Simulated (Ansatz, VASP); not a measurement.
## Two plane-wave programs on NiSb

```
CELL_PARAMETERS angstrom
3.97597 0.00000 0.00000
-1.98799 3.44329 0.00000
0.00000 0.00000 5.15688
ATOMIC_POSITIONS crystal
Ni 0.00000 0.00000 0.00000
Ni 0.00000 0.00000 0.50000
Sb 0.33333 0.66667 0.25000
Sb 0.66667 0.33333 0.75000
```

Alike in both runs: functional PBE; k mesh 12 × 12 × 8; occupations gaussian, width 0.1 eV; no spin polarisation.

Ansatz relaxed the structure, and its values are those at the end. VASP's run is a single point on that final structure, the one shown.

|  | VASP | Ansatz |
| --- | --- | --- |
| version | VASP 6.6.1 | Ansatz 0.2.0 |
| potentials or method | VASP PAW PBE potentials, release 64 (Ni, Sb) | scalar-relativistic, plane waves, PAW |
| plane-wave cutoff (eV) | 520 | 420 |
| valence electrons in the cell | 30 | 66 |

VASP gave:

| Item | Value |
| --- | --- |
| gap on the k mesh at the Fermi level (eV) | none |
| pressure (GPa) | -0.2 |

Problem. Estimate Ansatz's values.

Solution. gap on the k mesh at the Fermi level (eV): none; pressure (GPa): 0.0.

A gap of «none» marks a metal or a gap that the smearing closes. With one functional, cell and mesh, what is left measures potentials, basis and numerics. The two sets of potentials don't hold the same shells in valence.

Spin-orbit coupling is left out, which matters for the levels of Sb. Spin polarisation is off, so any magnetic state and its effect on volume and gap are missing.
